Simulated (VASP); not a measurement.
Wanted: the native input for a VASP 6.6.1 run.

| Property | Result |
| --- | --- |
| Task | single point |
| Functional | LDA |
| Potentials or basis | VASP PAW LDA potentials, release 64 (F, C, H) |
| Cutoff | 520 eV |
| k mesh | 1 × 1 × 1 |
| Occupations | gaussian, width 0.01 eV |
| Spin | no spin polarisation |
| Further INCAR settings | ALGO = Normal; EDIFF = 1e-06 |

The structure of F2CH2 lies in POSCAR:

```
H2CF2
1.0
   12.0000000000      0.0000000000      0.0000000000
    0.0000000000     11.0000000000      0.0000000000
    0.0000000000      0.0000000000     11.0000000000
F C H
2 1 2
Cartesian
    4.9311000000      5.7465500400      6.2312499700
    7.0949000400      5.3761500100      6.2461500200
    6.0144999600      5.5384499500      5.4506500400
    5.8617000000      4.6224500300      4.8734500100
    6.1697000400      6.4195499500      4.8218500000
```

One way to write it, as run:

INCAR

```
  PREC = Accurate
  ENCUT = 520
  EDIFF = 1E-6
  ISMEAR = 0
  SIGMA = 0.01
  LREAL = False
  LASPH = True
  NELM = 80
  ALGO = Normal
  ISIF = 2
  LWAVE = False
  LCHARG = True
  LELF = True
  LVHAR = True
  LVACPOTAV = True
```

KPOINTS

```
Automatic mesh
0
Gamma
  1 1 1
```

Potentials or basis: VASP PAW LDA potentials, release 64 (F, C, H).

The run is started by

```bash
$ cat potpaw_LDA.64/F/POTCAR potpaw_LDA.64/C/POTCAR potpaw_LDA.64/H/POTCAR > POTCAR
$ mpirun -np 1 vasp_gam > vasp.out
```

Results of the run:

- Largest force: 0.386 eV/Å
- Gap between the frontier levels: 7.68 eV

Wall time 33 s on 1 thread of AMD EPYC 9R45 96-Core Processor (Zen 5) (shared host), peak memory 0.69 GiB.
